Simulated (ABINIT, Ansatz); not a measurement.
**RbCl (Fm-3m): one start, several treatments of the self-energy**

How much does the gap of RbCl (Fm-3m) depend on the approximation to the self-energy?

Method: LDA and many-body steps on it, plane waves, in ABINIT 10.8.3.

Most raw output is cut from this account.

The database entry behind the starting cell differs from later determinations by our own check (about 0.5 % short), so it need not match the best structure at ambient conditions.

## Step 1: Starting point

Symmetry: Fm-3m, No. 225, cubic system. Conventional cell: a = 6.548 Å, b = 6.548 Å, c = 6.548 Å, α = 90.00°, β = 90.00°, γ = 90.00°. Nearest to Rb lie 6 Cl at 3.27 Å. Nearest to Cl lie 6 Rb at 3.27 Å. Farther neighbours and most contacts between anions are not listed.

The cell and positions come from the Crystallography Open Database and are kept as given unless a step says otherwise.

## Step 2: Empty states on the mesh, 4×4×4 mesh, 338 bands

This step: ABINIT 10.8.3; DFT, LDA, plane waves, norm-conserving pseudopotentials.

The sums over transitions need many empty states on a uniform mesh; this step solves for them.

run.abi reads:

```
acell 3*1.0 Angstrom
rprim 
  -0.000000000000 3.274000000000 3.274000000000
  3.274000000000 0.000000000000 3.274000000000
  3.274000000000 3.274000000000 -0.000000000000
ntypat 2
znucl 37 17
natom 2
typat 1 2
xred 
  0.000000000000 0.000000000000 0.000000000000
  0.500000000000 0.500000000000 0.500000000000
pp_dirpath "pseudos"
pseudos "Rb.upf, Cl.upf"
ecut 24
ngkpt 4 4 4
nshiftk 1
shiftk 0 0 0
kptopt 1
chksymbreak 0
irdden 1
istwfk *1
nband 338
prtvol 0
optdriver 6
gwr_task "HDIAGO"
paral_kgb 0
occopt 1
indata_prefix "in"
outdata_prefix "out"
tmpdata_prefix "tmp"
```

The run is started by

```sh
OMP_NUM_THREADS=1 mpirun -n 4 abinit run.abi > log
```

Wall time 27 s (4 MPI ranks of Arm Neoverse V2, shared host); peak memory 1.8 GiB; 1.8 min of CPU time.

This step gave:

```
gap                                                           : 4.595 eV
k of the valence top                                          : 0, 0, 0
k of the conduction bottom                                    : 0, 0, 0
least direct gap                                              : 4.595 eV
k points computed                                             : 8
lowest point of the top converged band, above the valence top : 151.1280 eV
```

On this mesh the gap is 4.595 eV.

The density comes from a self-consistent run that is not shown.

## Step 3: Screening, 4×4×4 mesh, 139 bands, screening to 141.5 eV

The RPA dielectric matrix is built and inverted for each q.

This step: RPA screening on LDA, plane waves, norm-conserving pseudopotentials.

Changes to run.abi since step 2:

```diff
@@ -20,10 +20,11 @@
 chksymbreak 0
-irdden 1
 istwfk *1
-nband 338
-prtvol 0
-optdriver 6
-gwr_task "HDIAGO"
-paral_kgb 0
 occopt 1
+irdwfk 1
+optdriver 3
+nband 139
+ecuteps 5.2
+inclvkb 2
+awtr 1
+symchi 1
 indata_prefix "in"
```

The job ended after 24 s (4 MPI ranks; peak memory 0.95 GiB).

This step gave:

```yaml
eps_infinity_with_local_fields_on_this_mesh_along_the_program_s_q_direction: 2.310
the_same_without_local_fields: 2.736
plasma_frequency: 17.73 eV
plane_waves_in_the_screening_matrix: 283
```

Local fields lower ε∞ by 16 %.

## Step 4: G0W0, Godby-Needs plasmon pole

The self-energy is evaluated for the states that the input lists, and the levels follow from it, in one-shot runs by the linearised quasiparticle equation.

This step: G0W0 on LDA, plane waves, norm-conserving pseudopotentials.

Changes to run.abi since step 3:

```diff
@@ -23,8 +23,15 @@
 irdwfk 1
-optdriver 3
+optdriver 4
 nband 139
+gwcalctyp 0
+ecutsigx 24
+symsigma 1
+nkptgw 1
+kptgw 
+  0.0000000000 0.0000000000 0.0000000000
+bdgw 
+  6 12
 ecuteps 5.2
-inclvkb 2
-awtr 1
-symchi 1
+irdscr 1
+ppmodel 1
 indata_prefix "in"
```

Run time: 8.3 s. Hardware: 4 MPI ranks; peak memory 0.87 GiB.

This step gave:

```
G0W0 gap on the points computed              : 7.743 eV
starting gap on the mesh                     : 4.595 eV
k of the valence top                         : 0, 0, 0
k of the conduction bottom                   : 0, 0, 0
Z at the valence top                         : 0.8
Z at the conduction bottom                   : 0.869
least direct G0W0 gap on the computed points : 7.743 eV
```

The gap on the mesh goes from 4.59 eV to 7.74 eV, a correction of +3.15 eV.

## Step 5: G0W0, von der Linden-Horsch plasmon pole

Changes to run.abi since step 4:

```diff
@@ -35,3 +35,3 @@
 irdscr 1
-ppmodel 1
+ppmodel 3
 indata_prefix "in"
```

The job ended after 4.8 s (4 MPI ranks; peak memory 0.56 GiB).

This step gave:

```yaml
g0w0_gap_on_the_points_computed: 8.013 eV
starting_gap_on_the_mesh: 4.595 eV
k_of_the_valence_top: 0, 0, 0
k_of_the_conduction_bottom: 0, 0, 0
z_at_the_valence_top: 0.864
z_at_the_conduction_bottom: 0.914
least_direct_g0w0_gap_on_the_computed_points: 8.013 eV
```

Against G0W0 in ABINIT (4×4×4 mesh, 139 bands, screening to 141.5 eV, Godby-Needs plasmon pole), the gap moves by +0.270 eV.

## Step 6: G0W0, Engel-Farid plasmon pole

Changes to run.abi since step 5:

```diff
@@ -35,3 +35,3 @@
 irdscr 1
-ppmodel 3
+ppmodel 4
 indata_prefix "in"
```

It took 4.8 s on 4 MPI ranks; peak memory 0.56 GiB; 19 s of CPU time.

Numbers from this step:

```
G0W0 gap on the points computed              : 7.891 eV
starting gap on the mesh                     : 4.595 eV
k of the valence top                         : 0, 0, 0
k of the conduction bottom                   : 0, 0, 0
least direct G0W0 gap on the computed points : 7.891 eV
```

Against G0W0 in ABINIT (4×4×4 mesh, 139 bands, screening to 141.5 eV, Godby-Needs plasmon pole), the gap moves by +0.148 eV.

## Step 7: One-shot COHSEX

This step: one-shot COHSEX on LDA, plane waves, norm-conserving pseudopotentials.

Changes to run.abi since step 6:

```diff
@@ -25,3 +25,3 @@
 nband 139
-gwcalctyp 0
+gwcalctyp 7
 ecutsigx 24
@@ -35,3 +35,2 @@
 irdscr 1
-ppmodel 4
 indata_prefix "in"
```

It took 2.1 s on 4 MPI ranks; peak memory 0.17 GiB.

Numbers from this step:

* quasiparticle gap on the points computed: 9.607 eV
* starting gap on the mesh: 4.595 eV
* k of the valence top: 0, 0, 0
* k of the conduction bottom: 0, 0, 0
* least direct quasiparticle gap on the computed points: 9.607 eV

Against G0W0 in ABINIT (4×4×4 mesh, 139 bands, screening to 141.5 eV, Godby-Needs plasmon pole), the gap moves by +1.864 eV.

## Step 8: One-shot Hartree-Fock

This step: one-shot Hartree-Fock on LDA, plane waves, norm-conserving pseudopotentials.

Changes to run.abi since step 7:

```diff
@@ -24,4 +24,4 @@
 optdriver 4
-nband 139
-gwcalctyp 7
+nband 12
+gwcalctyp 5
 ecutsigx 24
@@ -33,4 +33,4 @@
   6 12
-ecuteps 5.2
-irdscr 1
+ixc_sigma 40
+fftgw 31
 indata_prefix "in"
```

Wall time 2 s (4 MPI ranks); peak memory 0.14 GiB.

This step gave:

```yaml
quasiparticle_gap_on_the_points_computed: 13.34 eV
starting_gap_on_the_mesh: 4.595 eV
k_of_the_valence_top: 0, 0, 0
k_of_the_conduction_bottom: 0, 0, 0
least_direct_quasiparticle_gap_on_the_computed_points: 13.34 eV
```

Against G0W0 in ABINIT (4×4×4 mesh, 139 bands, screening to 141.5 eV, Godby-Needs plasmon pole), the gap moves by +5.594 eV.

## Step 9: Screening, 4×4×4 mesh, 139 bands, screening to 141.5 eV

This step: RPA screening on LDA, plane waves, norm-conserving pseudopotentials.

Changes to run.abi since step 8:

```diff
@@ -23,14 +23,14 @@
 irdwfk 1
-optdriver 4
-nband 12
-gwcalctyp 5
-ecutsigx 24
-symsigma 1
-nkptgw 1
-kptgw 
-  0.0000000000 0.0000000000 0.0000000000
-bdgw 
-  6 12
-ixc_sigma 40
-fftgw 31
+optdriver 3
+nband 139
+ecuteps 5.2
+inclvkb 2
+awtr 1
+symchi 1
+gwcalctyp 2
+nfreqre 16
+freqremax 40 eV
+nfreqim 8
+spmeth 1
+nomegasf 120
 indata_prefix "in"
```

Wall time 51 s (4 MPI ranks); peak memory 1.3 GiB; 3.4 min of CPU time.

Numbers from this step:

| Item | Value |
| --- | --- |
| ε∞ with local fields, on this mesh, along the program's q direction | 2.317 |
| the same without local fields | 2.745 |
| plasma frequency | 17.73 eV |
| plane waves in the screening matrix | 283 |

## Step 10: G0W0, contour deformation

This step: G0W0 on LDA, plane waves, norm-conserving pseudopotentials.

Changes to run.abi since step 9:

```diff
@@ -23,14 +23,14 @@
 irdwfk 1
-optdriver 3
+optdriver 4
 nband 139
+gwcalctyp 2
+ecutsigx 24
+symsigma 1
+nkptgw 1
+kptgw 
+  0.0000000000 0.0000000000 0.0000000000
+bdgw 
+  6 12
 ecuteps 5.2
-inclvkb 2
-awtr 1
-symchi 1
-gwcalctyp 2
-nfreqre 16
-freqremax 40 eV
-nfreqim 8
-spmeth 1
-nomegasf 120
+irdscr 1
 indata_prefix "in"
```

Wall time 6 s (4 MPI ranks); peak memory 0.91 GiB.

This step gave:

```yaml
g0w0_gap_on_the_points_computed: 7.707 eV
starting_gap_on_the_mesh: 4.595 eV
k_of_the_valence_top: 0, 0, 0
k_of_the_conduction_bottom: 0, 0, 0
least_direct_g0w0_gap_on_the_computed_points: 7.707 eV
```

Against G0W0 in ABINIT (4×4×4 mesh, 139 bands, screening to 141.5 eV, Godby-Needs plasmon pole), the gap moves by −0.036 eV.

## Step 11: The runs together

Times are wall times on 4 MPI ranks of Arm Neoverse V2, shared host, good to a factor of about two. A run's time includes the screening step that it read.

| run | mesh | bands | screening cutoff (eV) | DFT gap (eV) | gap on the mesh (eV) | direct (eV) | ε∞ used | time |
| --- | --- | --- | --- | --- | --- | --- | --- | --- |
| G0W0, Godby-Needs plasmon pole | 4×4×4 | 139 | 141.5 | 4.595 | 7.743 | 7.743 | 2.31 | 32 s |
| G0W0, von der Linden-Horsch plasmon pole | 4×4×4 | 139 | 141.5 | 4.595 | 8.013 | 8.013 | 2.31 | 29 s |
| G0W0, Engel-Farid plasmon pole | 4×4×4 | 139 | 141.5 | 4.595 | 7.891 | 7.891 | 2.31 | 29 s |
| one-shot COHSEX | 4×4×4 | 139 | 141.5 | 4.595 | 9.607 | 9.607 | 2.31 | 26 s |
| one-shot Hartree-Fock | 4×4×4 | - | - | 4.595 | 13.337 | 13.337 | - | 2 s |
| G0W0, contour deformation | 4×4×4 | 139 | 141.5 | 4.595 | 7.707 | 7.707 | 2.32 | 57 s |

## Step 12: Outcome

```yaml
g0w0_godby_needs_plasmon_pole: 7.743 eV
g0w0_von_der_linden_horsch_plasmon_pole: 8.013 eV
g0w0_engel_farid_plasmon_pole: 7.891 eV
one_shot_cohsex: 9.607 eV
one_shot_hartree_fock: 13.337 eV
g0w0_contour_deformation: 7.707 eV
known_limits: not at the basis limit; no spin-orbit coupling
```

**Reading.** G0W0, von der Linden-Horsch plasmon pole: +0.270 eV against G0W0, Godby-Needs plasmon pole. G0W0, Engel-Farid plasmon pole: +0.148 eV against G0W0, Godby-Needs plasmon pole. One-shot COHSEX: +1.864 eV against G0W0, Godby-Needs plasmon pole. One-shot Hartree-Fock: +5.594 eV against G0W0, Godby-Needs plasmon pole. G0W0, contour deformation: −0.036 eV against G0W0, Godby-Needs plasmon pole. Bare exchange alone opens the gap to 13.34 eV; against G0W0, correlation takes back 5.59 eV. Static COHSEX lies above G0W0: it lacks the factor Z and overstates the Coulomb hole of the filled states. Bands and cutoff are finite, so the gap is not at the basis limit. The miss can reach some tenths of an eV and take either sign; the mesh is an error of its own. In the G0W0 runs levels were corrected at 1 k point alone, so a gap called «on the mesh» is the least over those, and an edge elsewhere would be missed. The many-body steps are scalar-relativistic: spin-orbit coupling is not in them.

[Paths, hosts, dates, memory and timing lines, banners, echoed tables and standing remarks are left out of the program output.]

[Logs are printed without paths, hosts, clocks, repeated set-up lines and the standing remarks that a program may print on its own settings, such as how far it seeks lower states.]

[Runs of the session that timed out or met a known fault of the program may be left out.]

[Hosts, paths, dates, database ids (printed as entryN), source tags and the programs' standing remarks are cut or masked in the printed files.]

[G0W0 gaps are taken among the corrected bands and points alone; a level outside them can change the order at an edge.]

[Where Ansatz stands beside ABINIT at settings called matched, ABINIT's density can come from a denser mesh and the files from another edition; pairs whose starting gaps differed by over 0.03 eV were left out, so agreement reads better than it is.]
